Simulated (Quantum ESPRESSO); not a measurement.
# Ionisation energy and electron affinity at InP(110), part 6 of 6

Aim: the bulk band edges under the vacuum level at InP(110), before and after the surface relaxes.

Quantum ESPRESSO 7.5; plane-wave DFT, PBE, GBRV ultrasoft pseudopotentials.

So far. Step 9 (Projected density of states of the relaxed slab): The atomic orbitals miss 0.2 % of the occupied states; for empty states the projections can miss much more. Step 10 (Self-consistent run of the bulk crystal): The run needed 12 iterations to bring the estimated error under 1e-08 Ry.

**11. Band structure of the bulk crystal**

The density is frozen and the levels are solved along a path.

The input, a.bands.in:

```
&control
  prefix = 'a.bands'
  outdir = './out'
  pseudo_dir = './pseudo'
  calculation = 'bands'
/
&system
  ibrav = 0
  nat = 4
  ntyp = 2
  ecutwfc = 40
  ecutrho = 200
  occupations = 'smearing'
  smearing = 'fd'
  degauss = 0.002
  nbnd = 26
/
&electrons
  conv_thr = 1e-07
  mixing_beta = 0.4
  electron_maxstep = 120
/
ATOMIC_SPECIES
  In  114.8180  in_pbe_v1.4.uspp.F.UPF
  P   30.9738  p_pbe_v1.5.uspp.F.UPF
CELL_PARAMETERS angstrom
  5.96000000000000 0.00000000000000 0.00000000000000
  0.00000000000000 4.21435641587182 0.00000000000000
  0.00000000000000 0.00000000000000 4.21435641587182
ATOMIC_POSITIONS crystal
  In  0.000000000000 0.000000000000 0.000000000000
  P   0.250000000000 0.500000000000 0.000000000000
  In  0.500000000000 0.500000000000 0.500000000000
  P   0.750000000000 0.000000000000 0.500000000000
K_POINTS crystal_b
6
  0.0000000000 0.0000000000 0.0000000000 20
  1.0000000000 0.0000000000 0.0000000000 1
  0.0000000000 0.0000000000 0.0000000000 20
  0.5000000000 0.0000000000 0.5000000000 1
  0.0000000000 0.0000000000 0.0000000000 20
  0.0000000000 0.5000000000 0.5000000000 1
```

Run with:

```sh
$ cp -r out/a.save out/a.bands.save
$ cp out/a.xml out/a.bands.xml
$ OMP_NUM_THREADS=1 mpirun -n 4 pw.x -nk 4 -in a.bands.in > a.bands.out
```

The log of the run:

```text
[banner, memory and clock lines left out]
Program PWSCF v.7.5 starts

          URL

     Atomic positions and unit cell read from directory:
     ./out/a.bands.save/

     Found identity + ( -0.5000 -0.5000 -0.5000) symmetry
     This is a supercell, fractional translations are disabled
     Message from routine setup:
     using ibrav=0 with symmetry is DISCOURAGED, use correct ibrav instead

     G-vector sticks info

     bravais-lattice index     =            0
     lattice parameter (alat)  =      11.2628  a.u.
     unit-cell volume          =     714.3407 (a.u.)^3
     number of atoms/cell      =            4
     number of atomic types    =            2
     number of electrons       =        36.00
     number of Kohn-Sham states=           26
     kinetic-energy cutoff     =      40.0000  Ry
     charge density cutoff     =     200.0000  Ry
     Exchange-correlation=  SLA  PW   PBX  PBC
                           (   1   4   3   4   0   0   0)

     celldm(1)=  11.262768  celldm(2)=   0.000000  celldm(3)=   0.000000
     celldm(4)=   0.000000  celldm(5)=   0.000000  celldm(6)=   0.000000

     crystal axes: (cart. coord. in units of alat)
               a(1) = (   1.000000   0.000000   0.000000 )
               a(2) = (   0.000000   0.707107   0.000000 )
               a(3) = (   0.000000   0.000000   0.707107 )

     reciprocal axes: (cart. coord. in units 2 pi/alat)
               b(1) = (  1.000000  0.000000  0.000000 )
               b(2) = (  0.000000  1.414214  0.000000 )
               b(3) = (  0.000000  0.000000  1.414214 )

     PseudoPot. # 1 for In read from file:
     ./pseudo/in_pbe_v1.4.uspp.F.UPF
     Pseudo is Ultrasoft + core correction, Zval = 13.0
     Generated by new atomic code, or converted to UPF format
     Using radial grid of  889 points,  6 beta functions with:
                l(1) =   0
                l(2) =   0
                l(3) =   1
                l(4) =   1
                l(5) =   2
                l(6) =   2
     Q(r) pseudized with  6 coefficients,  rinner =    1.400   1.400   1.400
                                                       1.400   1.400

     PseudoPot. # 2 for P  read from file:
     ./pseudo/p_pbe_v1.5.uspp.F.UPF
     Pseudo is Ultrasoft + core correction, Zval =  5.0
     Generated by new atomic code, or converted to UPF format
     Using radial grid of  903 points,  6 beta functions with:
                l(1) =   0
                l(2) =   0
                l(3) =   1
                l(4) =   1
                l(5) =   2
                l(6) =   2
     Q(r) pseudized with  8 coefficients,  rinner =    1.300   1.300   1.300
                                                       1.300   1.300

     atomic species   valence    mass     pseudopotential
     In               13.00   114.81800     In( 1.00)
     P                 5.00    30.97380     P ( 1.00)

      8 Sym. Ops. (no inversion) found

   Cartesian axes

     site n.     atom                  positions (alat units)
         1        In     tau(   1) = (   0.0000000   0.0000000   0.0000000  )
         2        P      tau(   2) = (   0.2500000   0.3535534   0.0000000  )
         3        In     tau(   3) = (   0.5000000   0.3535534   0.3535534  )
         4        P      tau(   4) = (   0.7500000   0.0000000   0.3535534  )

     number of k points=    63  Fermi-Dirac smearing, width (Ry)=  0.0020
                       cart. coord. in units 2pi/alat
        k(    1) = (   0.0000000   0.0000000   0.0000000), wk =   0.0317460
        k(    2) = (   0.0500000   0.0000000   0.0000000), wk =   0.0317460
        k(    3) = (   0.1000000   0.0000000   0.0000000), wk =   0.0317460
        k(    4) = (   0.1500000   0.0000000   0.0000000), wk =   0.0317460
        k(    5) = (   0.2000000   0.0000000   0.0000000), wk =   0.0317460
        k(    6) = (   0.2500000   0.0000000   0.0000000), wk =   0.0317460
        k(    7) = (   0.3000000   0.0000000   0.0000000), wk =   0.0317460
        k(    8) = (   0.3500000   0.0000000   0.0000000), wk =   0.0317460
        k(    9) = (   0.4000000   0.0000000   0.0000000), wk =   0.0317460
        k(   10) = (   0.4500000   0.0000000   0.0000000), wk =   0.0317460
        k(   11) = (   0.5000000   0.0000000   0.0000000), wk =   0.0317460
        k(   12) = (   0.5500000   0.0000000   0.0000000), wk =   0.0317460
        k(   13) = (   0.6000000   0.0000000   0.0000000), wk =   0.0317460
        k(   14) = (   0.6500000   0.0000000   0.0000000), wk =   0.0317460
        k(   15) = (   0.7000000   0.0000000   0.0000000), wk =   0.0317460
        k(   16) = (   0.7500000   0.0000000   0.0000000), wk =   0.0317460
        k(   17) = (   0.8000000   0.0000000   0.0000000), wk =   0.0317460
        k(   18) = (   0.8500000   0.0000000   0.0000000), wk =   0.0317460
        k(   19) = (   0.9000000   0.0000000   0.0000000), wk =   0.0317460
        k(   20) = (   0.9500000   0.0000000   0.0000000), wk =   0.0317460
        k(   21) = (   1.0000000   0.0000000   0.0000000), wk =   0.0317460
        k(   22) = (   0.0000000   0.0000000   0.0000000), wk =   0.0317460
        k(   23) = (   0.0250000   0.0000000   0.0353553), wk =   0.0317460
        k(   24) = (   0.0500000   0.0000000   0.0707107), wk =   0.0317460
        k(   25) = (   0.0750000   0.0000000   0.1060660), wk =   0.0317460
        k(   26) = (   0.1000000   0.0000000   0.1414214), wk =   0.0317460
        k(   27) = (   0.1250000   0.0000000   0.1767767), wk =   0.0317460
        k(   28) = (   0.1500000   0.0000000   0.2121320), wk =   0.0317460
        k(   29) = (   0.1750000   0.0000000   0.2474874), wk =   0.0317460
        k(   30) = (   0.2000000   0.0000000   0.2828427), wk =   0.0317460
        k(   31) = (   0.2250000   0.0000000   0.3181981), wk =   0.0317460
        k(   32) = (   0.2500000   0.0000000   0.3535534), wk =   0.0317460
        k(   33) = (   0.2750000   0.0000000   0.3889087), wk =   0.0317460
        k(   34) = (   0.3000000   0.0000000   0.4242641), wk =   0.0317460
        k(   35) = (   0.3250000   0.0000000   0.4596194), wk =   0.0317460
        k(   36) = (   0.3500000   0.0000000   0.4949747), wk =   0.0317460
        k(   37) = (   0.3750000   0.0000000   0.5303301), wk =   0.0317460
        k(   38) = (   0.4000000   0.0000000   0.5656854), wk =   0.0317460
        k(   39) = (   0.4250000   0.0000000   0.6010408), wk =   0.0317460
        k(   40) = (   0.4500000   0.0000000   0.6363961), wk =   0.0317460
        k(   41) = (   0.4750000   0.0000000   0.6717514), wk =   0.0317460
        k(   42) = (   0.5000000   0.0000000   0.7071068), wk =   0.0317460
        k(   43) = (   0.0000000   0.0000000   0.0000000), wk =   0.0317460
[...]
12.8531  13.1949

          k = 0.4000 0.0000 0.5657 (  3034 PWs)   bands (ev):

    -7.8282  -7.8175  -7.6983  -7.6982  -7.6945  -7.6908  -7.5960  -7.5926
    -7.5926  -7.5893  -3.4882  -3.2190   0.9814   1.3128   4.9017   5.3066
     5.5311   5.5312   7.7949   8.3414  10.8766  11.1948  11.1948  11.4950
    13.0422  13.3253

          k = 0.4250 0.0000 0.6010 (  3030 PWs)   bands (ev):

    -7.8272  -7.8212  -7.6974  -7.6974  -7.6954  -7.6932  -7.5935  -7.5917
    -7.5917  -7.5897  -3.3945  -3.2367   0.9424   1.1338   5.1106   5.3723
     5.5017   5.5018   7.7708   8.1205  10.9788  11.1849  11.1849  11.3550
    13.1838  13.3805

          k = 0.4500 0.0000 0.6364 (  3029 PWs)   bands (ev):

    -7.8266  -7.8238  -7.6969  -7.6968  -7.6959  -7.6950  -7.5918  -7.5910
    -7.5909  -7.5900  -3.3218  -3.2494   0.9131   1.0000   5.2907   5.4219
     5.4804   5.4805   7.7531   7.9259  11.0745  11.1762  11.1762  11.2522
    13.2785  13.3802

          k = 0.4750 0.0000 0.6718 (  3028 PWs)   bands (ev):

    -7.8262  -7.8256  -7.6965  -7.6965  -7.6962  -7.6961  -7.5907  -7.5905
    -7.5904  -7.5901  -3.2755  -3.2571   0.8949   0.9170   5.4171   5.4529
     5.4675   5.4677   7.7424   7.7888  11.1432  11.1703  11.1703  11.1894
    13.3314  13.3593

          k = 0.5000 0.0000 0.7071 (  3004 PWs)   bands (ev):

    -7.8261  -7.8261  -7.6962  -7.6962  -7.6961  -7.6961  -7.5902  -7.5902
    -7.5902  -7.5901  -3.2596  -3.2596   0.8888   0.8888   5.4633   5.4633
     5.4634   5.4634   7.7387   7.7387  11.1683  11.1683  11.1683  11.1683
    13.3483  13.3483

          k = 0.0000 0.0000 0.0000 (  2995 PWs)   bands (ev):

    -7.8842  -7.7286  -7.7286  -7.7285  -7.6429  -7.6421  -7.6421  -7.6011
    -7.6010  -7.5726  -4.8276  -2.6602   0.8225   4.2053   4.2053   6.3693
     6.3696   6.3696   6.7884   8.2200   8.6356  10.4453  10.4453  10.4455
    14.7002  15.2450

          k = 0.0000 0.0354 0.0354 (  3003 PWs)   bands (ev):

    -7.8838  -7.7298  -7.7280  -7.7279  -7.6441  -7.6431  -7.6407  -7.6012
    -7.6008  -7.5730  -4.8187  -2.6587   0.8255   4.1891   4.1895   6.1623
     6.3466   6.3469   6.9948   8.2594   8.6708  10.4133  10.4763  10.4765
    14.7529  15.1320

          k = 0.0000 0.0707 0.0707 (  3011 PWs)   bands (ev):

    -7.8821  -7.7332  -7.7265  -7.7264  -7.6455  -7.6454  -7.6386  -7.6018
    -7.6003  -7.5740  -4.7920  -2.6543   0.8344   4.1427   4.1446   5.8290
     6.2808   6.2810   7.3245   8.3749   8.7739  10.3224  10.5670  10.5672
    14.8945  14.9031

          k = 0.0000 0.1061 0.1061 (  3033 PWs)   bands (ev):

    -7.8794  -7.7388  -7.7243  -7.7242  -7.6491  -7.6465  -7.6363  -7.6033
    -7.5995  -7.5752  -4.7477  -2.6474   0.8484   4.0726   4.0776   5.4802
     6.1780   6.1783   7.6651   8.5596   8.9379  10.1850  10.7113  10.7115
    14.6004  14.7795

          k = 0.0000 0.1414 0.1414 (  3039 PWs)   bands (ev):

    -7.8756  -7.7463  -7.7210  -7.7209  -7.6539  -7.6472  -7.6334  -7.6048
    -7.5984  -7.5769  -4.6863  -2.6386   0.8666   3.9873   3.9975   5.1286
     6.0466   6.0469   8.0000   8.8037   9.1530  10.0164  10.9010  10.9012
    14.2703  14.3147

          k = 0.0000 0.1768 0.1768 (  3035 PWs)   bands (ev):

    -7.8712  -7.7554  -7.7169  -7.7168  -7.6593  -7.6478  -7.6302  -7.6063
    -7.5970  -7.5792  -4.6082  -2.6289   0.8873   3.8961   3.9137   4.7773
     5.8950   5.8953   8.3197   9.0972   9.4071   9.8308  11.1279  11.1281
    13.8235  13.9183

          k = 0.0000 0.2121 0.2121 (  3043 PWs)   bands (ev):

    -7.8666  -7.7660  -7.7119  -7.7118  -7.6650  -7.6481  -7.6271  -7.6085
    -7.5954  -7.5818  -4.5141  -2.6191   0.9087   3.8080   3.8343   4.4277
     5.7309   5.7312   8.6135   9.4297   9.6400   9.6866  11.3846  11.3848
    13.3252  13.5585

          k = 0.0000 0.2475 0.2475 (  3047 PWs)   bands (ev):

    -7.8625  -7.7772  -7.7062  -7.7061  -7.6705  -7.6485  -7.6240  -7.6111
    -7.5934  -7.5843  -4.4048  -2.6102   0.9287   3.7306   3.7660   4.0807
     5.5608   5.5611   8.8655   9.4561   9.7895   9.9736  11.6649  11.6651
    12.8350  13.2087

          k = 0.0000 0.2828 0.2828 (  3039 PWs)   bands (ev):

    -7.8588  -7.7890  -7.6999  -7.6998  -7.6750  -7.6486  -7.6213  -7.6140
    -7.5913  -7.5865  -4.2812  -2.6031   0.9451   3.6704   3.7137   3.7369
     5.3899   5.3901   9.0391   9.3072  10.1588  10.2416  11.9640  11.9642
    12.3720  12.8959

          k = 0.0000 0.3182 0.3182 (  3051 PWs)   bands (ev):

    -7.8567  -7.8012  -7.6932  -7.6931  -7.6782  -7.6488  -7.6194  -7.6169
    -7.5894  -7.5884  -4.1445  -2.5986   0.9558   3.3974   3.6323   3.6810
     5.2222   5.2225   9.0180   9.3000  10.4463  10.4937  11.9808  12.2783
    12.2785  12.6641

          k = 0.0000 0.3536 0.3536 (  3063 PWs)   bands (ev):

    -7.8557  -7.8135  -7.6866  -7.6865  -7.6792  -7.6488  -7.6203  -7.6186
    -7.5891  -7.5873  -3.9962  -2.5970   0.9596   3.0633   3.6192   3.6698
     5.0612   5.0615   8.8832   9.3481  10.5263  10.6565  11.7993  12.5751
    12.6048  12.6050

          k = 0.0000 0.3889 0.3889 (  3063 PWs)   bands (ev):

    -7.8567  -7.8252  -7.6797  -7.6796  -7.6782  -7.6488  -7.6237  -7.6193
    -7.5885  -7.5850  -3.8380  -2.5986   0.9559   2.7363   3.6322   3.6810
     4.9094   4.9097   8.7455   9.3455  10.4462  10.4937  11.9808  12.6641
    12.9414  12.9416

          k = 0.0000 0.4243 0.4243 (  3059 PWs)   bands (ev):

    -7.8588  -7.8365  -7.6750  -7.6731  -7.6730  -7.6486  -7.6272  -7.6212
    -7.5866  -7.5828  -3.6722  -2.6031   0.9451   2.4185   3.6704   3.7137
     4.7690   4.7693   8.6208   9.2910  10.1588  10.2415  12.3720  12.8960
    13.2860  13.2862

          k = 0.0000 0.4596 0.4596 (  3067 PWs)   bands (ev):

    -7.8625  -7.8469  -7.6705  -7.6668  -7.6667  -7.6485  -7.6303  -7.6239
    -7.5844  -7.5807  -3.5016  -2.6102   0.9288   2.1129   3.7305   3.7660
     4.6417   4.6420   8.5128   9.2003   9.7895   9.9735  12.8349  13.2089
    13.6366  13.6368

          k = 0.0000 0.4950 0.4950 (  3076 PWs)   bands (ev):

    -7.8667  -7.8565  -7.6650  -7.6611  -7.6610  -7.6481  -7.6334  -7.6270
    -7.5818  -7.5789  -3.3300  -2.6191   0.9088   1.8236   3.8078   3.8343
     4.5289   4.5292   8.4228   9.0907   9.4297   9.6865  13.3252  13.5586
    13.9897  13.9907

          k = 0.0000 0.5303 0.5303 (  3056 PWs)   bands (ev):

    -7.8713  -7.8646  -7.6592  -7.6554  -7.6553  -7.6477  -7.6358  -7.6302
    -7.5792  -7.5771  -3.1623  -2.6289   0.8874   1.5556   3.8960   3.9138
     4.4317   4.4320   8.3509   8.9761   9.0973   9.4070  13.8235  13.9184
    14.2800  14.3445

          k = 0.0000 0.5657 0.5657 (  3072 PWs)   bands (ev):

    -7.8757  -7.8716  -7.6538  -7.6509  -7.6508  -7.6472  -7.6382  -7.6334
    -7.5770  -7.5757  -3.0052  -2.6387   0.8667   1.3158   3.9871   3.9976
     4.3510   4.3513   8.2967   8.8038   8.8675   9.1529  14.2704  14.3146
    14.5678  14.6918

          k = 0.0000 0.6010 0.6010 (  3082 PWs)   bands (ev):

    -7.8795  -7.8771  -7.6490  -7.6472  -7.6471  -7.6465  -7.6403  -7.6362
    -7.5753  -7.5745  -2.8667  -2.6474   0.8485   1.1127   4.0724   4.0776
     4.2876   4.2879   8.2590   8.5596   8.7729   8.9378  14.6005  14.7795
    14.8321  15.0211

          k = 0.0000 0.6364 0.6364 (  3088 PWs)   bands (ev):

    -7.8822  -7.8811  -7.6454  -7.6454  -7.6446  -7.6445  -7.6420  -7.6386
    -7.5741  -7.5737  -2.7566  -2.6543   0.8345   0.9562   4.1425   4.1447
     4.2419   4.2422   8.2356   8.3749   8.6991   8.7738  14.8947  15.0492
    15.1878  15.3110

          k = 0.0000 0.6718 0.6718 (  3080 PWs)   bands (ev):

    -7.8839  -7.8835  -7.6441  -7.6430  -7.6429  -7.6428  -7.6428  -7.6406
    -7.5731  -7.5731  -2.6851  -2.6587   0.8257   0.8568   4.1889   4.1896
     4.2143   4.2146   8.2236   8.2594   8.6518   8.6707  15.1322  15.1940
    15.4879  15.5228

          k = 0.0000 0.7071 0.7071 (  3048 PWs)   bands (ev):

    -7.8842  -7.8842  -7.6429  -7.6429  -7.6421  -7.6421  -7.6420  -7.6420
    -7.5727  -7.5727  -2.6602  -2.6602   0.8226   0.8226   4.2051   4.2051
     4.2054   4.2054   8.2200   8.2200   8.6355   8.6355  15.2452  15.2452
    15.6033  15.6034

     XML data file, pseudopotentials, collected wavefunctions

                                        0.00s GPU  (    1133 calls)
```

Wall time 29 s (4 MPI ranks of AMD EPYC 7R43, shared host); peak memory 0.36 GiB; 1.9 min of CPU time.

This step gave:

```
valence top, on the run's zero       : 6.370 eV
conduction bottom, on the run's zero : 6.788 eV
gap by band count                    : 0.4189 eV
```

Band numbers count within the set of bands kept for display. The electronic bands at the labelled points (eV, zero at the Fermi level, which the smearing puts inside the gap; v1 is the highest filled band, c1 the lowest empty one):

```tsv
point	v4	v3	v2	v1	c1	c2	c3	c4
L	-1.13	-1.13	-1.13	-1.13	1.14	1.14	4.57	4.57
halfway	-2.77	-1.85	-0.74	-0.74	1.41	2.31	4.03	4.52
Γ	-2.39	-0.23	-0.23	-0.23	0.19	1.62	2.04	3.85
halfway	-2.98	-2.93	-1.54	-1.53	2.29	2.75	3.93	4.06
X	-2.39	-2.39	-2.39	-2.39	1.62	1.62	2.04	2.04
```

This cell folds an X point onto Γ; unfolded, the conduction bottom lies at Γ.

**12. Potential by pp.x of the bulk crystal**

The input, a.pot.in:

```
&inputpp
  prefix = 'a'
  outdir = './out'
  filplot = 'a.pot.dat'
  plot_num = 11
/
```

Run with:

```sh
$ OMP_NUM_THREADS=1 mpirun -n 4 pp.x -in a.pot.in > a.pot.out
```

The log of the run:

```text
[banner, memory and clock lines left out]
Program POST-PROC v.7.5 starts

          URL

     ./out/a.save/

     IMPORTANT: XC functional enforced from input :
     Exchange-correlation= PBE
                           (   1   4   3   4   0   0   0)
     Any further DFT definition will be discarded
     Please, verify this is what you really want

     Calling punch_plot, plot_num =  11
     Writing data to file  a.pot.dat
     Message from routine chdens:
     namelist plot not found or invalid, exiting
```

The job ended after 1.8 s (4 MPI ranks; peak memory 0.15 GiB).

Electrostatic potential energy of an electron; zero at the Fermi level, which the smearing puts inside the gap. Table of potential energy, planar mean by z:

```tsv
z (Å)	potential energy, planar mean (eV)
0.00	-9.36
0.12	-9.03
0.23	-8.09
0.35	-6.68
0.47	-4.99
0.59	-3.26
0.70	-1.73
0.82	-0.541
0.94	0.238
1.05	0.515
1.17	0.238
1.29	-0.541
1.40	-1.73
1.52	-3.26
1.64	-4.99
1.76	-6.68
1.87	-8.09
1.99	-9.03
2.11	-9.36
2.22	-9.03
2.34	-8.09
2.46	-6.68
2.58	-4.99
2.69	-3.26
2.81	-1.73
2.93	-0.541
3.04	0.238
3.16	0.515
3.28	0.238
3.39	-0.541
3.51	-1.73
3.63	-3.26
3.75	-4.99
3.86	-6.68
3.98	-8.09
4.10	-9.03
```

**13. Macroscopic average**

The input, a.avg.in:

```
1
a.pot.dat
1.0
40
3
7.9639794176
```

Run with:

```sh
$ OMP_NUM_THREADS=1 average.x < a.avg.in > a.avg.out
```

The log of the run:

```text
[banner, memory and clock lines left out]
Program AVERAGE v.7.5 starts

          URL

     Reading header from file  a.pot.dat
     Reading data from file  a.pot.dat
     Output written to file avg.dat

[...]
```

The job ended after 0.97 s (1 MPI rank; peak memory 0.15 GiB).

Read from the output:

| Property | Result |
| --- | --- |
| average.x's running mean over the crystal, on the run's own zero | 2.317 eV |
| mean potential by an exact Fourier window over the crystal, on the run's own zero | 2.317 eV |

**14. A check by hand**

In the relaxed slab the vacuum level is 6.658 eV and the mean potential in the middle -2.569 eV, on the run's zero. In the bulk the valence top lies 4.053 eV over the mean potential. So IE = 6.658 − (-2.569) − 4.053 = 5.174 eV.

**15. Results**

| Quantity | Value |
| --- | --- |
| bulk valence top under the vacuum, relaxed face | 5.17 eV |
| bulk conduction bottom under the vacuum, relaxed face | 4.76 eV |
| bulk valence top under the vacuum, ideal face | 4.81 eV |
| buckling angle of the top chain, seen along the chain | 28.2 degrees |
| gap of the slab on the mesh | 0.83 eV |
| bulk gap along the path | 0.42 eV |

At the relaxed face the bulk valence top lies 5.17 eV under the vacuum level and the conduction bottom 4.76 eV (PBE, GBRV ultrasoft). The top P atom ends 0.67 Å above its In neighbour, a buckling angle of 28° seen along the chain. Relaxation moves the ionisation energy by +0.37 eV, a change of the surface dipole alone, since the bulk levels are the same. The slab's gap of 0.83 eV exceeds the bulk's 0.42 eV, as confinement does where no surface state lies deep in the gap. These are Kohn-Sham levels: semilocal valence tops lie too high and gaps are too small, so real ionisation energies are mostly larger. The lattice constant was set to 5.96 Å, near the PBE value; the thickness was not varied. Spin-orbit coupling is left out; depending on the atoms that carry the levels of interest, it can split and shift them by tens to hundreds of meV.

[Logs are printed without paths, hosts, clocks, repeated set-up lines and the standing remarks that a program may print on its own settings, such as how far it seeks lower states.]

[Hosts, paths, dates, database ids (printed as entryN), source tags and the programs' standing remarks are cut or masked in the printed files.]

[Maps of the electrostatic potential energy from Ansatz leave out the sawtooth potential of an applied field or a dipole correction, so their vacuum need not be flat; planar profiles and work functions include it.]
